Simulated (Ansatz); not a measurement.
# TiPt3: computed properties

Method: Ansatz, DFT PBE, scalar-relativistic, plane waves, PAW.

Settings: cutoff 420 eV, Γ-centred mesh 10×10×10 on the computed 4-atom cell, Gaussian smearing of 0.10 eV; no spin polarisation.

The structure is relaxed at this level of theory with its symmetry kept. Whether it is the stable form of this composition wasn't checked.

```cif
data_structure
_symmetry_space_group_name_H-M 'Pm-3m'
_symmetry_Int_Tables_number 221
_cell_length_a 3.9482
_cell_length_b 3.9482
_cell_length_c 3.9482
_cell_angle_alpha 90.000
_cell_angle_beta 90.000
_cell_angle_gamma 90.000
_cell_volume 61.54
loop_
_atom_site_label
_atom_site_type_symbol
_atom_site_symmetry_multiplicity
_atom_site_Wyckoff_symbol
_atom_site_fract_x
_atom_site_fract_y
_atom_site_fract_z
_atom_site_occupancy
Ti1 Ti 1 a 0.00000 0.00000 0.00000 1
Pt1 Pt 3 c 0.00000 0.50000 0.50000 1
```

Task: Formation energy from the elements' standard states (uncorrected)?

Result: -0.856 eV/atom.

Task: Density of states at the Fermi level?

Result: 0.81 states/eV per cell.

Task: Löwdin character within 0.5 eV of the Fermi level?

Result: Ti 3d 63 %, Pt 5d 31 %.

Task: Bulk modulus?

Result: 235 GPa.

Task: Its pressure derivative?

Result: 5.0.

Task: Bader charges (e)?

Result: Ti (1 in the cell) 1.61, Pt (3 in the cell) -0.54.

Spin-orbit coupling is left out, which matters for the bands of heavy elements.